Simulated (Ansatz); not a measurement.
MnO2: which magnetic state is lowest?

All numbers below come from DFT PBE, scalar-relativistic, plane waves, PAW (Ansatz).

```xyz
6
Lattice="4.3306 0.0000 0.0000 0.0000 4.4623 0.0000 0.0000 0.0000 2.8625" Properties=species:S:1:pos:R:3 pbc="T T T"
Mn    0.0000    0.0000    0.0000
Mn    2.1653    2.2312    1.4312
O     3.4039    0.7900    1.4312
O     3.0920    3.0212    0.0000
O     1.2386    1.4412    0.0000
O     0.9267    3.6723    1.4312
```

- plane-wave cutoff: 420 eV
- Γ-centred k-mesh: 8×8×12
- occupation rule: Gaussian smearing, 0.01 eV
- list of starting moments (μB, in atom order): 4 4 0 0 0 0
- check for lower electronic states after the SCF: off

Each order was relaxed in cell and atoms. Signs run over the atoms with starting moments. No Hubbard U is used, and semilocal functionals often make open-shell oxides metallic. Site moments are spin moments in atom-centred spheres that scale with the neighbour distance. The states are those that the runs reached from these starts; a lower one can exist.

Task: Starts tried: no spin; ferromagnetic; antiferromagnetic in the cell, signs +-. Which state comes out lowest, and what are the moments?

Result: The lowest state is antiferromagnetic, reached from the start “antiferromagnetic in the cell, signs +-”, with site moments (μB) Mn +2.23, Mn -2.23, O +0.05 (×2), O -0.05 (×2).

| start | ends | energy above lowest (meV/atom) | site moments (μB) | gap on mesh (eV) | volume (Å³/atom) |
| --- | --- | --- | --- | --- | --- |
| no spin | non-magnetic | 239 | none over 0.05 | metal | 8.96 |
| ferromagnetic | ferromagnetic | 31.7 | Mn +2.41 (×2), O +0.09 (×4) | 0.14 | 9.45 |
| antiferromagnetic in the cell, signs +- | antiferromagnetic | 0.00 | Mn +2.23, Mn -2.23, O +0.05 (×2), O -0.05 (×2) | metal | 9.36 |